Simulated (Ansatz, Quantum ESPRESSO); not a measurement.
# 1 layers of Pd in Na(100), on the host's sites: ballistic transmission, part 2 of 4

Wanted: the transmission near the Fermi level and the conductance of this junction: 1 layers of Pd in Na(100), on the host's sites.

Quantum ESPRESSO 7.5; plane-wave DFT, PBE, GBRV ultrasoft pseudopotentials; cross-check by Ansatz 0.2.0 with PAW datasets.

So far. Step 2 (Ground state): The run needed 35 iterations to bring the estimated error under 1e-07 Ry; the largest force on any atom, held or free, is 0.20 eV/Å.

## Step 3: The open system

Level of this step: transmission by pwcond, lead and junction from one cell; plane-wave DFT, PBE, GBRV ultrasoft pseudopotentials (Quantum ESPRESSO).

prefixt takes both regions from one run: the lead from 0 to bdl, the scattering region from bdl to bds (units of alat). ikind = 1 puts the same lead on both sides. The program's T_tot counts both spins in a run without spin; the tables below give T per spin.

cond.in reads:

```
&inputcond
  outdir = './out'
  prefixt = 'scf'
  tran_file = 'cond.dat'
  bdl = 1.0000000000
  bds = 8.7063862714
  ikind = 1
  ewind = 4.0
  epsproj = 1e-05
  nz1 = 7
  energy0 = 0.4
  denergy = -0.4
/
15
  0.00000000 0.00000000 0.01562500
  0.00000000 0.12500000 0.06250000
  0.00000000 0.25000000 0.06250000
  0.00000000 0.37500000 0.06250000
  0.00000000 0.50000000 0.03125000
  0.12500000 0.12500000 0.06250000
  0.12500000 0.25000000 0.12500000
  0.12500000 0.37500000 0.12500000
  0.12500000 0.50000000 0.06250000
  0.25000000 0.25000000 0.06250000
  0.25000000 0.37500000 0.12500000
  0.25000000 0.50000000 0.06250000
  0.37500000 0.37500000 0.06250000
  0.37500000 0.50000000 0.06250000
  0.50000000 0.50000000 0.01562500
3
```

Launch:

```console
OMP_NUM_THREADS=1 mpirun -n 4 pwcond.x -in cond.in > cond.out
```

The log of the run:

```text
[banner, memory and clock lines left out]
Program PWCOND v.7.5 starts

          URL

     ./out/scf.save/

     IMPORTANT: XC functional enforced from input :
     Exchange-correlation= PBE
                           (   1   4   3   4   0   0   0)
     Any further DFT definition will be discarded
     Please, verify this is what you really want

     negative rho (up, down):  7.555E-02 0.000E+00
     Reading collected, re-writing distributed wavefunctions

===== INPUT FILE containing all the regions =====

     GEOMETRY:

     lattice parameter (alat)  =       7.9368  a.u.
     the volume                =    4352.9372 (a.u.)^3
     the cross section         =      62.9936 (a.u.)^2
     l of the unit cell        =       8.7064 (alat)
     number of atoms/cell      =           18
     number of atomic types    =            2

     crystal axes: (cart. coord. in units of alat)
               a(1) = (  1.0000  0.0000  0.0000 )
               a(2) = (  0.0000  1.0000  0.0000 )
               a(3) = (  0.0000  0.0000  8.7064 )

   Cartesian axes

     site n.     atom                  positions (alat units)
          1        Na     tau(  1)=(  0.0000  0.0000  8.7064  )
          2        Na     tau(  2)=(  0.5000  0.5000  0.5000  )
          3        Na     tau(  3)=(  0.0000  0.0000  1.0000  )
          4        Na     tau(  4)=(  0.5000  0.5000  1.5000  )
          5        Na     tau(  5)=(  0.0000  0.0000  2.0000  )
          6        Na     tau(  6)=(  0.5000  0.5000  2.5000  )
          7        Na     tau(  7)=(  0.0000  0.0000  3.0000  )
          8        Na     tau(  8)=(  0.5000  0.5000  3.5000  )
          9        Pd     tau(  9)=(  0.0000  0.0000  3.8532  )
         10        Na     tau( 10)=(  0.5000  0.5000  4.2064  )
         11        Na     tau( 11)=(  0.0000  0.0000  4.7064  )
         12        Na     tau( 12)=(  0.5000  0.5000  5.2064  )
         13        Na     tau( 13)=(  0.0000  0.0000  5.7064  )
         14        Na     tau( 14)=(  0.5000  0.5000  6.2064  )
         15        Na     tau( 15)=(  0.0000  0.0000  6.7064  )
         16        Na     tau( 16)=(  0.5000  0.5000  7.2064  )
         17        Na     tau( 17)=(  0.0000  0.0000  7.7064  )
         18        Na     tau( 18)=(  0.5000  0.5000  8.2064  )

     nr1s                      =           32
     nr2s                      =           32
     nr3s                      =          288
     nr1sx                     =           32
     nr2sx                     =           32
     nr3sx                     =          288
     nr1                       =           36
     nr2                       =           36
     nr3                       =          320
     nr1x                      =           36
     nr2x                      =           36
     nr3x                      =          320

 _______________________________
  Radii of nonlocal spheres:

     type       ibeta     ang. mom.          radius (alat units)
       Na         1         0                    0.2543
       Na         2         0                    0.2543
       Na         3         1                    0.2543
       Na         4         1                    0.2543
       Na         5         2                    0.2543
       Pd         1         0                    0.2937
       Pd         2         0                    0.2937
       Pd         3         1                    0.2937
       Pd         4         1                    0.2937
       Pd         5         2                    0.2937
       Pd         6         2                    0.2937
----- General information -----

--- T calc. with identical leads (ikind=1) ---

     nrx                       =           32
     nry                       =           32
     nz1                       =            7

     energy0               =         4.0E-01
     denergy               =        -4.0E-01
     nenergy               =          3
     ecut2d                =         4.0E+01
     ewind                 =         4.0E+00
     epsproj               =         1.0E-05

     number of k_|| points=   15
                       cryst. coord.
        k(    1) = (   0.0000000   0.0000000), wk =   0.0156250
        k(    2) = (   0.0000000   0.1250000), wk =   0.0625000
        k(    3) = (   0.0000000   0.2500000), wk =   0.0625000
        k(    4) = (   0.0000000   0.3750000), wk =   0.0625000
        k(    5) = (   0.0000000   0.5000000), wk =   0.0312500
        k(    6) = (   0.1250000   0.1250000), wk =   0.0625000
        k(    7) = (   0.1250000   0.2500000), wk =   0.1250000
        k(    8) = (   0.1250000   0.3750000), wk =   0.1250000
        k(    9) = (   0.1250000   0.5000000), wk =   0.0625000
        k(   10) = (   0.2500000   0.2500000), wk =   0.0625000
        k(   11) = (   0.2500000   0.3750000), wk =   0.1250000
        k(   12) = (   0.2500000   0.5000000), wk =   0.0625000
        k(   13) = (   0.3750000   0.3750000), wk =   0.0625000
        k(   14) = (   0.3750000   0.5000000), wk =   0.0625000
        k(   15) = (   0.5000000   0.5000000), wk =   0.0156250
----- Information about left/right lead -----

     nocros                   =           13
     noins                    =           13
     norb                     =           39
     norbf                    =          226
     nrz                      =           33

      iorb      type   ibeta   ang. mom.   m       position (alat)
        1        1       1        0        1   taunew(   1)=(  0.0000  0.0000  0.0000)
        2        1       2        0        1   taunew(   2)=(  0.0000  0.0000  0.0000)
        3        1       3        1        1   taunew(   3)=(  0.0000  0.0000  0.0000)
        4        1       3        1        2   taunew(   4)=(  0.0000  0.0000  0.0000)
        5        1       3        1        3   taunew(   5)=(  0.0000  0.0000  0.0000)
        6        1       4        1        1   taunew(   6)=(  0.0000  0.0000  0.0000)
        7        1       4        1        2   taunew(   7)=(  0.0000  0.0000  0.0000)
        8        1       4        1        3   taunew(   8)=(  0.0000  0.0000  0.0000)
        9        1       5        2        1   taunew(   9)=(  0.0000  0.0000  0.0000)
       10        1       5        2        2   taunew(  10)=(  0.0000  0.0000  0.0000)
       11        1       5        2        3   taunew(  11)=(  0.0000  0.0000  0.0000)
       12        1       5        2        4   taunew(  12)=(  0.0000  0.0000  0.0000)
       13        1       5        2        5   taunew(  13)=(  0.0000  0.0000  0.0000)
       14        1       1        0        1   taunew(  14)=(  0.5000  0.5000  0.5000)
       15        1       2        0        1   taunew(  15)=(  0.5000  0.5000  0.5000)
[...]
171        1       5        2        2   taunew( 171)=(  0.0000  0.0000  5.7064)
      172        1       5        2        3   taunew( 172)=(  0.0000  0.0000  5.7064)
      173        1       5        2        4   taunew( 173)=(  0.0000  0.0000  5.7064)
      174        1       5        2        5   taunew( 174)=(  0.0000  0.0000  5.7064)
      175        1       1        0        1   taunew( 175)=(  0.5000  0.5000  6.2064)
      176        1       2        0        1   taunew( 176)=(  0.5000  0.5000  6.2064)
      177        1       3        1        1   taunew( 177)=(  0.5000  0.5000  6.2064)
      178        1       3        1        2   taunew( 178)=(  0.5000  0.5000  6.2064)
      179        1       3        1        3   taunew( 179)=(  0.5000  0.5000  6.2064)
      180        1       4        1        1   taunew( 180)=(  0.5000  0.5000  6.2064)
      181        1       4        1        2   taunew( 181)=(  0.5000  0.5000  6.2064)
      182        1       4        1        3   taunew( 182)=(  0.5000  0.5000  6.2064)
      183        1       5        2        1   taunew( 183)=(  0.5000  0.5000  6.2064)
      184        1       5        2        2   taunew( 184)=(  0.5000  0.5000  6.2064)
      185        1       5        2        3   taunew( 185)=(  0.5000  0.5000  6.2064)
      186        1       5        2        4   taunew( 186)=(  0.5000  0.5000  6.2064)
      187        1       5        2        5   taunew( 187)=(  0.5000  0.5000  6.2064)
      188        1       1        0        1   taunew( 188)=(  0.0000  0.0000  6.7064)
      189        1       2        0        1   taunew( 189)=(  0.0000  0.0000  6.7064)
      190        1       3        1        1   taunew( 190)=(  0.0000  0.0000  6.7064)
      191        1       3        1        2   taunew( 191)=(  0.0000  0.0000  6.7064)
      192        1       3        1        3   taunew( 192)=(  0.0000  0.0000  6.7064)
      193        1       4        1        1   taunew( 193)=(  0.0000  0.0000  6.7064)
      194        1       4        1        2   taunew( 194)=(  0.0000  0.0000  6.7064)
      195        1       4        1        3   taunew( 195)=(  0.0000  0.0000  6.7064)
      196        1       5        2        1   taunew( 196)=(  0.0000  0.0000  6.7064)
      197        1       5        2        2   taunew( 197)=(  0.0000  0.0000  6.7064)
      198        1       5        2        3   taunew( 198)=(  0.0000  0.0000  6.7064)
      199        1       5        2        4   taunew( 199)=(  0.0000  0.0000  6.7064)
      200        1       5        2        5   taunew( 200)=(  0.0000  0.0000  6.7064)
      201        1       1        0        1   taunew( 201)=(  0.5000  0.5000  7.2064)
      202        1       2        0        1   taunew( 202)=(  0.5000  0.5000  7.2064)
      203        1       3        1        1   taunew( 203)=(  0.5000  0.5000  7.2064)
      204        1       3        1        2   taunew( 204)=(  0.5000  0.5000  7.2064)
      205        1       3        1        3   taunew( 205)=(  0.5000  0.5000  7.2064)
      206        1       4        1        1   taunew( 206)=(  0.5000  0.5000  7.2064)
      207        1       4        1        2   taunew( 207)=(  0.5000  0.5000  7.2064)
      208        1       4        1        3   taunew( 208)=(  0.5000  0.5000  7.2064)
      209        1       5        2        1   taunew( 209)=(  0.5000  0.5000  7.2064)
      210        1       5        2        2   taunew( 210)=(  0.5000  0.5000  7.2064)
      211        1       5        2        3   taunew( 211)=(  0.5000  0.5000  7.2064)
      212        1       5        2        4   taunew( 212)=(  0.5000  0.5000  7.2064)
      213        1       5        2        5   taunew( 213)=(  0.5000  0.5000  7.2064)
      214        1       1        0        1   taunew( 214)=(  0.0000  0.0000  7.7064)
      215        1       2        0        1   taunew( 215)=(  0.0000  0.0000  7.7064)
      216        1       3        1        1   taunew( 216)=(  0.0000  0.0000  7.7064)
      217        1       3        1        2   taunew( 217)=(  0.0000  0.0000  7.7064)
      218        1       3        1        3   taunew( 218)=(  0.0000  0.0000  7.7064)
      219        1       4        1        1   taunew( 219)=(  0.0000  0.0000  7.7064)
      220        1       4        1        2   taunew( 220)=(  0.0000  0.0000  7.7064)
      221        1       4        1        3   taunew( 221)=(  0.0000  0.0000  7.7064)
      222        1       5        2        1   taunew( 222)=(  0.0000  0.0000  7.7064)
      223        1       5        2        2   taunew( 223)=(  0.0000  0.0000  7.7064)
      224        1       5        2        3   taunew( 224)=(  0.0000  0.0000  7.7064)
      225        1       5        2        4   taunew( 225)=(  0.0000  0.0000  7.7064)
      226        1       5        2        5   taunew( 226)=(  0.0000  0.0000  7.7064)
 ngper, shell number =          193          29
 ngper, n2d =          193         115
---  E-Ef =    0.4000000  k =    0.0000000   0.0000000
---  ie =          1  ik =          1
 Nchannels of the left tip =            1
 Right moving states:
   k1(2pi/a)   k2(2pi/a)   E-Ef (eV)
  -0.3479684  -0.0000069   0.4000000
 Left moving states:
   k1(2pi/a)   k2(2pi/a)   E-Ef (eV)
   0.3479684  -0.0000069   0.4000000

 to transmit
 Band j to band i transmissions and reflections:
    j         i     |T_ij|^2    |R_ij|^2

    1 -->     1     0.99873     0.00127
   Total T_j, R_j =    0.99873  0.00127

E-Ef(ev), T(x2 spins) =    0.4000000   1.9974664
---  E-Ef =    0.0000000  k =    0.0000000   0.0000000
---  ie =          2  ik =          1
 Nchannels of the left tip =            1
 Right moving states:
   k1(2pi/a)   k2(2pi/a)   E-Ef (eV)
  -0.3862104  -0.0000073   0.0000000
 Left moving states:
   k1(2pi/a)   k2(2pi/a)   E-Ef (eV)
   0.3862104  -0.0000073   0.0000000

 to transmit
 Band j to band i transmissions and reflections:
    j         i     |T_ij|^2    |R_ij|^2

    1 -->     1     0.99993     0.00007
   Total T_j, R_j =    0.99993  0.00007

E-Ef(ev), T(x2 spins) =    0.0000000   1.9998690
---  E-Ef =   -0.4000000  k =    0.0000000   0.0000000
---  ie =          3  ik =          1
 Nchannels of the left tip =            1
 Right moving states:
   k1(2pi/a)   k2(2pi/a)   E-Ef (eV)
  -0.4266618  -0.0000077  -0.4000000
 Left moving states:
   k1(2pi/a)   k2(2pi/a)   E-Ef (eV)
   0.4266618  -0.0000077  -0.4000000

 to transmit
 Band j to band i transmissions and reflections:
    j         i     |T_ij|^2    |R_ij|^2

    1 -->     1     0.99992     0.00008
   Total T_j, R_j =    0.99992  0.00008

E-Ef(ev), T(x2 spins) =   -0.4000000   1.9998500
 ngper, shell number =          198          97
 ngper, n2d =          198         113
[... further energies and points left out ...]
---  E-Ef =    0.4000000  k =    0.5000000   0.5000000
---  ie =          1  ik =         15
 Nchannels of the left tip =            0
 Right moving states:
   k1(2pi/a)   k2(2pi/a)   E-Ef (eV)
 Left moving states:
   k1(2pi/a)   k2(2pi/a)   E-Ef (eV)

 to transmit
          E-Ef(ev), T =    0.4000000   0.0000000
---  E-Ef =    0.0000000  k =    0.5000000   0.5000000
---  ie =          2  ik =         15
 Nchannels of the left tip =            0
 Right moving states:
   k1(2pi/a)   k2(2pi/a)   E-Ef (eV)
 Left moving states:
   k1(2pi/a)   k2(2pi/a)   E-Ef (eV)

 to transmit
          E-Ef(ev), T =    0.0000000   0.0000000
---  E-Ef =   -0.4000000  k =    0.5000000   0.5000000
---  ie =          3  ik =         15
 Nchannels of the left tip =            0
 Right moving states:
   k1(2pi/a)   k2(2pi/a)   E-Ef (eV)
 Left moving states:
   k1(2pi/a)   k2(2pi/a)   E-Ef (eV)

 to transmit
          E-Ef(ev), T =   -0.4000000   0.0000000
   T_tot     0.40000      0.19669E+01
   T_tot     0.00000      0.17416E+01
   T_tot    -0.40000      0.13866E+01

Note: The following floating-point exceptions are signalling: IEEE_UNDERFLOW_FLAG
Note: The following floating-point exceptions are signalling: IEEE_UNDERFLOW_FLAG
Note: The following floating-point exceptions are signalling: IEEE_UNDERFLOW_FLAG
Note: The following floating-point exceptions are signalling: IEEE_UNDERFLOW_FLAG
```

Run time: 2.7 min. Hardware: 4 MPI ranks of Arm Neoverse V2, shared host; peak memory 0.53 GiB.

Read from the output:

```
lead channels at the Fermi level, one spin : 1.078
transmission at the Fermi level, one spin  : 0.8708
conductance                                : 0.8708 G₀
```

Per spin; mean over the k mesh across the current. The open channels, zone mean by energy, zero at the Fermi level:

```
energy (eV)  open channels, zone mean
     -0.400                      1.08
      0.000                      1.08
      0.400                      1.39
```

Per spin; mean over the k mesh across the current. Transmission, zone mean against energy, zero at the Fermi level:

| energy (eV) | transmission, zone mean |
| --- | --- |
| -0.400 | 0.693 |
| 0.000 | 0.871 |
| 0.400 | 0.983 |

At 0.000 eV; k in fractions of b1, b2. Transmission by k point:

```csv
k1,k2,weight,t,channels
0,0,0.01562,0.9999,1
0,0.125,0.0625,0.9947,1
0,0.25,0.0625,0.922,1
0,0.375,0.0625,0.7586,1
0,0.5,0.03125,1.805,2
0.125,0.125,0.0625,0.9763,1
0.125,0.25,0.125,0.8782,1
0.125,0.375,0.125,0.7151,1
0.125,0.5,0.0625,1.831,2
0.25,0.25,0.0625,0.7754,1
0.25,0.375,0.125,0.6253,1
0.25,0.5,0.0625,1.404,2
0.375,0.375,0.0625,0.6815,1
0.375,0.5,0.0625,0,0
0.5,0.5,0.01562,0,0
```

The program's own clock; routines nest. Time by routine:

```csv
routine,wall time (s),calls
PWCOND,160.6,1
scatter_forw,124.7,90
local,21.32,15
compbs,11.02,45
compbs_2,9.23,45
init,0.69,1
poten,0.06,1
```

The run is unpolarised; a magnetic state was not tried, may lie lower and would change T.

At no point does T exceed the number of channels.

(Continued in part 3 of 4.)

[Logs are printed without paths, hosts, clocks, repeated set-up lines and the standing remarks that a program may print on its own settings, such as how far it seeks lower states.]

[Hosts, paths, dates, database ids (printed as entryN), source tags and the programs' standing remarks are cut or masked in the printed files.]

[Maps of the electrostatic potential energy from Ansatz leave out the sawtooth potential of an applied field or a dipole correction, so their vacuum need not be flat; planar profiles and work functions include it.]
